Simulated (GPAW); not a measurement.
SiO2: relaxation of cell and atoms with PBEsol

SiO2:

```
Si O
1.0
     4.23317    0.00000    0.00000
     0.00000    4.23317    0.00000
     0.00000    0.00000    2.69349
Si O
2 4
Direct
  0.00000 0.00000 0.00000
  0.50000 0.50000 0.50000
  0.80684 0.19316 0.50000
  0.30684 0.30684 0.00000
  0.19316 0.80684 0.50000
  0.69316 0.69316 0.00000
```

The cell comes from a database or a generator and needn't be the stable form of this composition.

```
Program             : GPAW 26.7.0
Task                : relaxation of cell and atoms
Functional          : PBEsol
Potentials or basis : PAW data sets generated in the run's folder for this functional
Cutoff              : 800 eV
Basis               : pw
k mesh              : 4 × 4 × 7
Occupations         : fermi-dirac, width 0.05 eV
Spin                : no spin polarisation
Maxiter             : 150
Optimizer           : BFGS
Fmax                : 0.02 eV/Å
Max steps           : 60
Convergence         : density=1e-05 forces=0.0001
```

- Relaxed volume: 7.95 Å³/atom
- Relaxed cell: a = 4.209 Å, b = 4.209 Å, c = 2.693 Å, α = 90.00°, β = 90.00°, γ = 90.00°
- Space group after relaxing (to 0.05 Å): P4_2/mnm (No. 136)
- Energy gained by relaxing: 0.9 meV/atom
- Ionic steps: 8
- Pressure after relaxing: 0.1 GPa
- Largest force after relaxing: 0.014 eV/Å
- Band gap on the k mesh: 5.17 eV, direct

Forces on the atoms (eV/Å):
```
Si   0.000  0.000  0.000
Si   0.000  0.000  0.000
O   -0.010  0.010  0.000
O   -0.010 -0.010  0.000
O    0.010 -0.010  0.000
O    0.010  0.010  0.000
```

The path:
```
step  energy change (eV)  largest force (eV/Å)  pressure (GPa)  volume (Å³)
   1              0.0000                0.0597           -2.81        48.27
   2             -0.0010                0.0409           -2.59        48.22
   3             -0.0043                0.0651           -0.54        47.81
   4             -0.0046                0.0441           -0.23        47.77
   5             -0.0048                0.0096            0.24        47.71
   6             -0.0048                0.0153            0.26        47.71
   7             -0.0051                0.0259            0.21        47.70
   8             -0.0051                0.0136            0.10        47.71
```

Final structure:
```cif
data_structure
_symmetry_space_group_name_H-M 'P 1'
_symmetry_Int_Tables_number 1
_cell_length_a 4.2093
_cell_length_b 4.2093
_cell_length_c 2.6926
_cell_angle_alpha 90.000
_cell_angle_beta 90.000
_cell_angle_gamma 90.000
_cell_volume 47.71
loop_
_atom_site_label
_atom_site_type_symbol
_atom_site_fract_x
_atom_site_fract_y
_atom_site_fract_z
_atom_site_occupancy
Si1 Si 0.00000 0.00000 0.00000 1
Si2 Si 0.50000 0.50000 0.50000 1
O1 O 0.80601 0.19399 0.50000 1
O2 O 0.30601 0.30601 0.00000 1
O3 O 0.19399 0.80601 0.50000 1
O4 O 0.69399 0.69399 0.00000 1
```

Levels at points of the mesh, in eV from the valence-band top:
| k point | band 13 | band 14 | band 15 | band 16 | band 17 | band 18 | band 19 | band 20 |
| --- | --- | --- | --- | --- | --- | --- | --- | --- |
| (0.00, 0.00, 0.00) | -2.48 | -0.84 | -0.84 | 0.00 | 5.17 | 6.40 | 8.16 | 8.16 |
| (0.50, 0.00, 0.00) | -2.65 | -2.65 | -1.04 | -1.04 | 7.35 | 7.35 | 8.75 | 8.75 |
| (0.50, 0.50, 0.00) | -2.64 | -2.64 | -2.23 | -2.23 | 7.05 | 7.05 | 9.72 | 9.72 |

It took 2.1 min on 1 thread of Intel(R) Xeon(R) 6975P-C (Granite Rapids) (shared host), peak memory 0.28 GiB.

Caveat: later steps reuse the first step's grids. PBEsol gaps usually lie below the measured ones, often by a third to a half.
